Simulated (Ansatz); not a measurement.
The system is In.

```
In
1.0
     3.37691    0.00000    0.00000
     0.24723    3.36784    0.00000
    -1.81207   -1.68392    2.29876
In
1
Direct
  0.00000 0.00000 0.00000
```

The cell isn't the ideal one: the cell as VASP's run set it.

Base run:

| Item | Value |
| --- | --- |
| Program | Ansatz 0.2.0 |
| Functional | LDA |
| Potentials or basis | all-electron LAPW, scalar-relativistic |
| Cutoff | 179 eV (chosen from the basis error) |
| Basis error allowed | 0.001 eV/atom |
| k mesh | 11 × 11 × 11 |
| Occupations | gaussian, width 0.05 eV |
| Spin | no spin polarisation |

Its results: band gap on the k mesh none (metal or under the smearing width); pressure -2.6 GPa.

**Question.** The run is repeated on the same cell with these changes: functional from LDA to RPBE; occupations from gaussian, width 0.05 eV to gaussian, width 0.02 eV. What comes out?

**Answer.** Band gap on the k mesh none (metal or under the smearing width); pressure 3.7 GPa.
